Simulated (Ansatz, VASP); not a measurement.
## One calculation of KI, two programs

```
CELL_PARAMETERS angstrom
0.00000 3.53277 3.53277
3.53277 0.00000 3.53277
3.53277 3.53277 0.00000
ATOMIC_POSITIONS crystal
I 0.50000 0.50000 0.50000
K 0.00000 0.00000 0.00000
```

Alike in both runs: functional r2SCAN; k mesh 7 × 7 × 7; occupations fermi-dirac, width 0.05 eV; no spin polarisation.

```csv
,VASP,Ansatz
version,VASP 6.6.1,Ansatz 0.2.0
potentials or method,"VASP PAW PBE potentials, release 64 (I, K_sv)",Ansatz PAW
plane-wave cutoff (eV),520,500
valence electrons in the cell,16,26
task,single point,band structure
```

|  | VASP | Ansatz | Ansatz less VASP |
| --- | --- | --- | --- |
| gap on the k mesh at the Fermi level (eV) | 4.61 | 4.61 | +0.003 |
| least direct gap on the mesh (eV) | 4.61 | 4.61 | +0.003 |
| pressure (GPa) | 0.1 | 0.1 | 0.00 |

The two sets of potentials don't hold the same shells in valence.

Caveats: spin-orbit coupling is left out, which moves the levels of the heavy elements; the PAW data sets were made with another functional, which shifts forces and pressure a little (VASP); an odd mesh through Γ misses points on the zone boundary, where band edges often lie (VASP); the PAW data sets come from PBE, with cores solved anew for the run's functional, which leaves a small shift of forces and pressure (Ansatz). r2SCAN opens gaps a little over a GGA but as a rule still falls short of measured ones.
